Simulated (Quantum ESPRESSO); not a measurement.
Input of a Quantum ESPRESSO 7.5 run:

scf.in

```
&CONTROL
  calculation = 'scf'
  prefix = 'pwscf'
  outdir = './tmp'
  pseudo_dir = './pseudo'
/
&SYSTEM
  ibrav = 0
  nat = 2
  ntyp = 2
  ecutwfc = 80
  nbnd = 22
  occupations = 'smearing'
  smearing = 'fd'
  degauss = 0.00367493
  force_symmorphic = .true.
/
&ELECTRONS
  conv_thr = 4d-10
  electron_maxstep = 120
  mixing_beta = 0.5
/
ATOMIC_SPECIES
Pb   207.2000 Pb.upf
Te   127.6000 Te.upf
CELL_PARAMETERS angstrom
   0.0000000000    3.2310000000    3.2310000000
   3.2310000000    0.0000000000    3.2310000000
   3.2310000000    3.2310000000    0.0000000000
ATOMIC_POSITIONS crystal
Pb     0.0000000000    0.0000000000    0.0000000000
Te     0.5000000000    0.5000000000    0.5000000000
K_POINTS automatic
8 8 8 0 0 0
```

The input nscf.in:

```
&CONTROL
  calculation = 'nscf'
  prefix = 'pwscf'
  outdir = './tmp'
  pseudo_dir = './pseudo'
/
&SYSTEM
  ibrav = 0
  nat = 2
  ntyp = 2
  ecutwfc = 80
  nbnd = 135
  occupations = 'fixed'
  force_symmorphic = .true.
/
&ELECTRONS
  conv_thr = 1d-08
  diago_full_acc = .true.
  diago_thr_init = 1d-06
/
ATOMIC_SPECIES
Pb   207.2000 Pb.upf
Te   127.6000 Te.upf
CELL_PARAMETERS angstrom
   0.0000000000    3.2310000000    3.2310000000
   3.2310000000    0.0000000000    3.2310000000
   3.2310000000    3.2310000000    0.0000000000
ATOMIC_POSITIONS crystal
Pb     0.0000000000    0.0000000000    0.0000000000
Te     0.5000000000    0.5000000000    0.5000000000
K_POINTS automatic
4 4 4 0 0 0
```

Potentials or basis: PseudoDojo 0.4.1 SR LDA standard.

Run with:

```sh
$ OMP_NUM_THREADS=1 pw.x -in scf.in > scf.out
$ OMP_NUM_THREADS=1 pw.x -in nscf.in > nscf.out
```

(1) What does it give for the band gap on the k mesh, mean-field level?

Answers

(1) 0.66 eV, direct.

Caveat: the k mesh is coarse (spacing up to 0.42 Å⁻¹), so the values aren't converged; spin-orbit coupling is left out, which as a rule narrows the gap of such compounds by several tenths of an eV.
